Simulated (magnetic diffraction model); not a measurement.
## Solving a magnetic structure from powder neutron data: Nb₂NiS₆

Space group P2_1/c (no. 14), a = 5.4630 Å, b = 5.4750 Å, c = 12.0940 Å, β = 115.65°.

| site | atom | x | y | z |
| --- | --- | --- | --- | --- |
| 4e | Nb | 0.6669 | 0.5096 | 0.6659 |
| 2c | Ni | 0 | 1/2 | 0 |
| 4e | S | 0.9676 | 0.8037 | 0.6698 |
| 4e | S | 0.3609 | 0.1921 | 0.6683 |
| 4e | S | 0.6927 | 0.1949 | 0.9999 |

This is a made-up structure (elements placed in a structure type, unrelaxed), so the numbers test the method and describe no known phase.

Only Ni is taken to order (form factors of Ni2+); orders and moment sizes are assumed, and not adapted to the symmetry. Radiation: neutrons of λ = 2.567 Å, 8° to 60°; isotropic B of 0.65 Å² (Nb), 0.82 Å² (Ni) and 1.02 Å² (S). The intensities are simulated: I ∝ L Σ (|F_N|² + |F_M⊥|²) for unpolarised neutrons, with F_M = 2.695 fm/μB × Σ f(s) S exp(2πi Q·r) exp(−B s²) at Q = H ± k (one set where k and −k are equivalent), only the part normal to Q counting and L = 1/(sin²θ cos θ). For collinear order S is the moment m, which repeats by lattice and centring translations R with the sign exp(−2πi k·R). Form factors are spin-only for 3d ions and dipole or tabulated for f ions, scattering lengths are Sears's of 1992, and absorption is left out. A label names one of the reflections at its angle. The strongest nuclear line in the range is 100, and lines under 0.2 are left out.

Above the ordering temperature:

| 2θ (°) | index | I |
| --- | --- | --- |
| 27.24 | (0 0 2) | 1.3 |
| 30.21 | (1 0 0) | 1.2 |
| 30.42 | (0 1 1) | 2.3 |
| 30.74 | (1 0 -2) | 0.9 |
| 38.77 | (1 1 -1) | 100.0 |
| 47.67 | (1 1 1) | 1.0 |
| 48.38 | (1 1 -3) | 1.2 |
| 49.68 | (1 0 2) | 16.0 |
| 50.16 | (0 1 3) | 31.4 |
| 50.72 | (1 0 -4) | 15.9 |
| 55.92 | (0 2 0) | 4.9 |
| 56.07 | (2 0 -2) | 4.8 |
| 56.19 | (0 0 4) | 0.5 |
| 57.51 | (1 1 2) | 16.0 |
| 58.45 | (1 1 -4) | 15.8 |

Below it (cell unchanged):

```tsv
2θ (°)	I
15.23	11.2
24.25	4.2
27.24	1.3
30.21	1.2
30.42	2.3
30.74	0.9
31.12	1.1
37.02	1.5
37.23	1.6
38.77	100.0
41.73	1.2
46.20	1.2
46.85	0.9
47.67	1.0
48.38	1.2
49.68	16.0
50.16	31.4
50.44	0.8
50.72	15.9
50.73	1.1
54.06	0.6
54.24	0.9
55.92	4.9
56.07	4.8
56.19	0.5
57.51	16.0
58.45	15.8
58.74	0.8
```

**Question.** Find the propagation vector, then choose among these models:
A. collinear moments along [010], 1.92 μB on Ni; signs + at (0, 1/2, 0), + at (0, 0, 1/2)
B. collinear moments along [110], 1.92 μB on Ni; signs + at (0, 1/2, 0), − at (0, 0, 1/2)
C. collinear moments along [010], 1.92 μB on Ni; signs + at (0, 1/2, 0), − at (0, 0, 1/2)
D. collinear moments along [110], 1.92 μB on Ni; signs + at (0, 1/2, 0), + at (0, 0, 1/2)

The new lines index as (1/2 0 -1) at 15.23°, (1/2 0 1) at 24.25°, (1/2 1 0) at 31.12° and (1/2 1 -2) at 37.02°, that is as H ± k with k = (1/2 0 0). Half indices mean that the moments reverse under translations with k·R a half-integer, and the magnetic cell has twice the primitive volume.

Magnetic intensity, observed (below minus above) and for each model:

| 2θ (°) | index | observed | A | B | C | D |
| --- | --- | --- | --- | --- | --- | --- |
| 14.97 | (1/2 0 0) | <0.2 | 11.7 | <0.2 | <0.2 | 6.9 |
| 15.23 | (1/2 0 -1) | 11.2 | <0.2 | 6.8 | 11.2 | <0.2 |
| 24.25 | (1/2 0 1) | 4.2 | <0.2 | 3.6 | 4.2 | <0.2 |
| 24.73 | (1/2 0 -2) | <0.2 | 4.0 | <0.2 | <0.2 | 3.4 |
| 31.12 | (1/2 1 0) | 1.1 | <0.2 | 2.5 | 1.1 | <0.2 |
| 31.24 | (1/2 1 -1) | <0.2 | 1.2 | <0.2 | <0.2 | 2.5 |
| 36.69 | (1/2 1 1) | <0.2 | 1.5 | <0.2 | <0.2 | 2.2 |
| 37.02 | (1/2 1 -2) | 1.5 | <0.2 | 2.1 | 1.5 | <0.2 |

Model C matches.

The absence at (1/2 0 0) is telling: the sublattices cancel there.

The structure used: k = (1/2 0 0), collinear moments along [010], 1.92 μB on Ni; signs + at (0, 1/2, 0), − at (0, 0, 1/2).

[Logs are printed without paths, hosts, clocks, repeated set-up lines and the standing remarks that a program may print on its own settings, such as how far it seeks lower states.]
